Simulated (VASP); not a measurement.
Here is a VASP 6.6.1 calculation.

File INCAR:

```
PREC = Accurate
ENCUT = 520
EDIFF = 1E-6
ISMEAR = 0
SIGMA = 0.05
LREAL = False
LASPH = True
NELM = 150
ALGO = Normal
ISIF = 2
LWAVE = False
LCHARG = False
GGA = PE
NBANDS = 15
```

Contents of KPOINTS:

```
regular mesh
0
Gamma
  7 7 7
```

POSCAR

```
NiO
1.0
    0.0000000000      2.2835484600      2.2835484600
    2.2835484600      0.0000000000      2.2835484600
    2.2835484600      2.2835484600      0.0000000000
Ni O
1 1
Direct
    0.0000000000      0.0000000000      0.0000000000
    0.2500000000      0.2500000000      0.2500000000
```

Potentials or basis: VASP PAW PBE potentials, release 64 (Ni, O).

Run with:

```sh
$ cat potpaw_PBE.64/Ni/POTCAR potpaw_PBE.64/O/POTCAR > POTCAR
$ mpirun -np 1 vasp_std > vasp.out
```

Q: Predict the band gap on the k mesh.

A: None (metal or under the smearing width).

Q: Predict the pressure.

A: -11.8 GPa.

Caveat: the run has no spin polarisation, though such a crystal can be magnetic; semilocal functionals often make such compounds metallic where correlation or magnetic order opens a gap, which also shifts bond lengths. Spin polarisation is off, so any magnetic state and its effect on volume and gap are missing.
